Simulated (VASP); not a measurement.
A run of VASP 6.6.1 is set up as follows.

INCAR

```
SYSTEM = Ag
ALGO     = Fast           ! electronic algorithm
EDIFF    = 1E-6           ! SCF threshold, eV
ENCUT    = 520            ! plane-wave cutoff, eV
GGA      = PE             ! functional
ISIF     = 2              ! what is computed and relaxed
ISMEAR   = 0              ! smearing method
LASPH    = .TRUE.         ! aspherical terms in the spheres
LCHARG   = .TRUE.         ! write CHGCAR
LELF     = .TRUE.         ! ELF
LREAL    = .FALSE.        ! projectors in reciprocal space
LVHAR    = .TRUE.       
LWAVE    = .FALSE.        ! write WAVECAR
NBANDS   = 54             ! bands
NELM     = 100            ! most SCF steps
PREC     = Accurate       ! precision mode
SIGMA    = 0.1            ! smearing width, eV
```

File KPOINTS:

```
k-points
0
G
  15 15 2
  0 0 0
```

Contents of POSCAR:

```
Ag
1.0
    2.8820791865      0.0000000000      0.0000000000
   -1.4410395932      2.4959537913      0.0000000000
    0.0000000000      0.0000000000     20.8180575383
Ag
8
Direct
    0.0000000000      0.0000000000      0.0666847917
    0.0000000000      0.0000000000      0.5666847917
    0.0000000000      0.0000000000      0.4333152083
    0.0000000000      0.0000000000      0.9333152083
    0.3333333333      0.6666666667      0.1833275296
    0.6666666667      0.3333333333      0.6833275296
    0.3333333333      0.6666666667      0.3166724704
    0.6666666667      0.3333333333      0.8166724704
```

Potentials or basis: VASP PAW PBE potentials, release 64 (Ag).

Launch:

```sh
$ cat potpaw_PBE.64/Ag/POTCAR > POTCAR
$ mpirun -np 1 vasp_std > vasp.out
```

Problem. Estimate the pressure.

Solution. -0.1 GPa.

Problem. Estimate the band gap on the k mesh.

Solution. None (metal or under the smearing width).

Forces in eV/Å, atoms in the order of the input:
```
Ag   0.000  0.000  0.002
Ag   0.000  0.000  0.002
Ag   0.000  0.000 -0.002
Ag   0.000  0.000 -0.002
Ag   0.000  0.000 -0.002
Ag   0.000  0.000 -0.002
Ag   0.000  0.000  0.002
Ag   0.000  0.000  0.002
```
